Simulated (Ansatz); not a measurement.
# Nb: all-electron results

```yaml
crystal:
  lattice:
    - [-1.66395, 1.66395, 1.66395]
    - [1.66395, -1.66395, 1.66395]
    - [1.66395, 1.66395, -1.66395]
  atoms:
    - { symbol: Nb, position: [0.00000, 0.00000, 0.00000] }
```

The cell is COD entry 4111969, as deposited and not checked against the literature; nothing was relaxed. It differs from other determinations.

Theory: DFT, PBE, all-electron LAPW, scalar-relativistic in Ansatz 0.2.0.

Numerical set-up: a Γ-centred 15×15×15 k mesh, Fermi–Dirac smearing of 0.03 eV, basis error target 1 meV/atom, no spin polarisation.

```
Pressure at this cell                             : -2.49 GPa
Band gap                                          : none: with an odd electron count and no spin polarisation the bands can't all be full, a metal in this set-up (spin order or a larger cell could open a gap)
Density of states at the Fermi level (0.2 eV bin) : 1.66 states/eV per cell
Volume per atom                                   : 18.43 Å³
```
